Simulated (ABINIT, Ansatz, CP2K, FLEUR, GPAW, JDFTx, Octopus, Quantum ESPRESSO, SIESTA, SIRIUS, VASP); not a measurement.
**BN: 11 runs at one level of theory**

```
N B
1.0
     2.55394    0.00000    0.00000
    -1.27697    2.21178    0.00000
     0.00000    0.00000    4.22685
N B
2 2
Direct
  0.33333 0.66667 0.12528
  0.66667 0.33333 0.62528
  0.33333 0.66667 0.49972
  0.66667 0.33333 0.99972
```

Measurements of this composition are mostly on another form, of space group No. 194.

Alike in all runs: task single point; functional PBE; k mesh 12 × 12 × 6; occupations fermi-dirac, width 0.05 eV; no spin polarisation; no spin-orbit coupling. Pressure is positive in compression and, in plane waves, holds the error of the finite cutoff, which Ansatz's Pulay term estimates and takes out.

| program and potentials | plane-wave cutoff (eV) | notes | band gap (eV) | pressure (GPa) |
| --- | --- | --- | --- | --- |
| Quantum ESPRESSO, SSSP 1.3 efficiency PBE | 816 | - | ? | ? |
| CP2K, POTENTIAL_UZH N GTH-PBE-q5, B GTH-PBE-q3; TZVP-MOLOPT-PBE-GTH basis | - | atomic basis | 5.24 | 0.92 |
| FLEUR, all-electron, FLAPW | - | - | 5.20 | - |
| GPAW, GPAW PAW data sets (gpaw-data 1.2.1) | 800 | - | 5.20 | -1.22 |
| Ansatz, Ansatz PAW (earlier soft set) | 420 | Pulay term of +0.61 GPa included | 5.21 | -0.23 |
| Octopus, pseudodojo_pbe (PseudoDojo 0.5, PBE) | - | - | 5.27 | - |
| JDFTx, PseudoDojo-SR-PBE-0.5-standard | 1143 | - | 5.27 | -0.43 |
| VASP, PBE PAW files B, N, 520 eV | 520 | - | 5.20 | 0.19 |
| ABINIT, JTH PAW PBE v2.0 | 707 | - | 5.19 | -0.11 |
| SIRIUS, PseudoDojo 0.4.1 PBE standard (scalar relativistic) | 1152 | - | 5.27 | -0.38 |
| SIESTA, files PseudoDojo sr-pbe-0.4.1-standard, DZP (energy shift 0.002 Ry) | - | atomic basis | 5.34 | 3.06 |

Q: Estimate from the other rows what the run with Quantum ESPRESSO, SSSP 1.3 efficiency PBE gave.

A: Band gap 5.22 eV; pressure -1.40 GPa. The other rows, which needn't bracket it: band gap 5.19 to 5.34; pressure -1.22 to 3.06.
